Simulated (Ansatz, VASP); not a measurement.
## NaI: VASP beside Ansatz

```
CELL_PARAMETERS angstrom
0.00000 3.21866 3.21866
3.21866 0.00000 3.21866
3.21866 3.21866 0.00000
ATOMIC_POSITIONS crystal
Na 0.00000 0.00000 0.00000
I 0.50000 0.50000 0.50000
```

Alike in both runs: task relaxation of cell and atoms; functional PBE; dispersion D3(BJ); k mesh 6 × 6 × 6; occupations gaussian, width 0.02 eV; no spin polarisation.

|  | VASP | Ansatz |
| --- | --- | --- |
| version | VASP 6.6.1 | Ansatz 0.2.0 |
| potentials or method | VASP PAW PBE potentials, release 64 (Na_pv, I) | scalar-relativistic, plane waves, PAW |
| plane-wave cutoff (eV) | 600 | 420 |
| valence electrons in the cell | 14 | 26 |

Ansatz gave:

* gap on the k mesh at the Fermi level, each at its own relaxed structure (eV): 3.80
* relaxed volume (Å³/atom): 32.10
* relaxed cell length with the largest relative difference (Å): 4.495
* energy change over the relaxation (meV/atom): -2

Estimate VASP's values.

gap on the k mesh at the Fermi level, each at its own relaxed structure (eV): 3.79; relaxed volume (Å³/atom): 32.17; relaxed cell length with the largest relative difference (Å): 4.498; energy change over the relaxation (meV/atom): -2.

The two sets of potentials don't hold the same shells in valence.

Caveats: spin-orbit coupling is left out, which moves the levels of the heavy elements. A hybrid or GW would open this gap; PBE tends to underestimate it.
